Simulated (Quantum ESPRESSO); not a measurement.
A run of Quantum ESPRESSO 7.5:

pw.in

```
&CONTROL
  calculation = 'vc-relax'
  prefix = 'pwscf'
  outdir = './tmp'
  pseudo_dir = './pseudo'
  tprnfor = .true.
  tstress = .true.
  disk_io = 'low'
  nstep = 40
  forc_conv_thr = 0.0004
  etot_conv_thr = 1d-05
/
&SYSTEM
  ibrav = 0
  A = 3.031
  nat = 2
  ntyp = 2
  ecutwfc = 52
  ecutrho = 414
  nbnd = 15
  occupations = 'smearing'
  smearing = 'fd'
  degauss = 0.00367493
/
&ELECTRONS
  conv_thr = 4d-10
  electron_maxstep = 120
  mixing_beta = 0.5
/
&IONS
  ion_dynamics = 'bfgs'
/
&CELL
  cell_dynamics = 'bfgs'
  press = 100
  press_conv_thr = 0.3
/
ATOMIC_SPECIES
Ti    47.8670 ti_pbesol_v1.4.uspp.F.UPF
O     15.9990 o_pbesol_v1.2.uspp.F.UPF
CELL_PARAMETERS alat
   1.0000000000    0.0000000000    0.0000000000
  -0.5000000000    0.8660254038    0.0000000000
   0.0000000000    0.0000000000    1.0681953151
ATOMIC_POSITIONS alat
Ti     0.5000000000    0.2886751346    0.0000000000
O      0.0000000000    0.0000000000    0.5340976575
K_POINTS automatic
10 10 8 0 0 0
```

Potentials or basis: GBRV 1.5 PBEsol.

Run with:

```sh
$ OMP_NUM_THREADS=1 mpirun -n 2 pw.x -nk 2 -in pw.in > pw.out
```

Hardware: 2 MPI ranks on Arm Neoverse V1, on a shared host.

Question: Estimate the wall time of this run.

Answer: Wall time 73 s on 2 MPI ranks on Arm Neoverse V1, with other jobs on the host, peak memory 0.24 GiB a rank. Counts: scf iterations 63, k pools 2, bands 15, ion steps 7, k points 70, g dense 24681.
